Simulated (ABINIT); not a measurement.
A run of ABINIT 10.8.3 (patched build) is set up as follows.

run.abi

```
# Pseudopotentials
pp_dirpath "./"
pseudos "Hf.upf"

# Structure
acell 3*1.0 Angstrom
rprim
    -1.7169621100     1.7169621100     1.7169621100
     1.7169621100    -1.7169621100     1.7169621100
     1.7169621100     1.7169621100    -1.7169621100
ntypat 1
znucl 72
natom 1
typat 1
xred
     0.0000000000     0.0000000000     0.0000000000
chkprim 0
chksymtnons 0
tolsym 1.0e-6

# Plane-wave basis
ecut 29.0

# k points
kptopt 1
ngkpt 8 8 8
nshiftk 1
shiftk 0.0 0.0 0.0

# Exchange and correlation
ixc 7

# Bands and occupations
nband 10
occopt 3
tsmear 0.00183747

# SCF cycle
nstep 100
tolvrs 1.0e-10

# Output
iomode 3
prtwf 0
prtden 0
prteig 0
prtebands 0
enunit 1
```

Potentials or basis: PseudoDojo NC SR LDA v0.4.1 standard.

Run with:

```sh
$ mpirun --bind-to none -np 4 abinit run.abi > log 2>&1
```

(1) What does it give for the pressure?

(2) Predict the band gap on the k mesh.

## Answers

(1) 0.0 GPa.

(2) none (metal or under the smearing width).
